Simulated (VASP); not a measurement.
Input of a VASP 6.6.1 run:

The input INCAR:

```
SYSTEM = PtS2
ALGO = Fast ; EDIFF = 1E-6
EDIFFG = -0.005 ; ENCUT = 600
GGA = RE ; IBRION = 2
ISIF = 3 ; ISMEAR = 0
IVDW = 12 ; KPAR = 2
LASPH = .True. ; LATTICE_CONSTRAINTS = .TRUE. .TRUE. .FALSE.
LCHARG = .False. ; LREAL = .False.
LWAVE = .False. ; NELM = 120
NSW = 60 ; PREC = Accurate
SIGMA = 0.03
```

The input KPOINTS:

```
k-points
0
Gamma
  12 12 1
  0 0 0
```

POSCAR

```
PtS2
1.0
    3.5600000000      0.0000000000      0.0000000000
   -1.7800000000      3.0830504400      0.0000000000
    0.0000000000      0.0000000000     18.4600000000
S Pt
2 1
Direct
    0.3333330000      0.6666670000      0.4333694500
    0.6666670000      0.3333330000      0.5666305500
    0.0000000000      0.0000000000      0.5000000000
```

Potentials or basis: VASP PAW PBE potentials, release 64 (S, Pt).

The run is started by

```sh
$ cat potpaw_PBE.64/S/POTCAR potpaw_PBE.64/Pt/POTCAR > POTCAR
$ mpirun -np 2 vasp_std > vasp.out
```

Question: Predict the band gap on the k mesh.

Answer: 1.88 eV, indirect (least direct gap 2.03 eV).

Question: What does it give for the space group after relaxing (to 0.05 Å)?

Answer: P-3m1 (No. 164).

Question: Estimate the relaxed volume.

Answer: 66.02 Å³/atom.

Final structure:
```
S Pt
1.0
     3.51981    0.00000    0.00000
    -1.75991    3.04825    0.00000
     0.00000    0.00000   18.46000
S Pt
2 1
Direct
  0.33333 0.66667 0.43208
  0.66667 0.33333 0.56792
  0.00000 0.00000 0.50000
```

Caveat: the PAW data sets were made with another functional, which shifts forces and pressure a little; spin-orbit coupling is left out, which moves the levels of the heavy elements. As with any semilocal functional, this revPBE gap is likely too small.
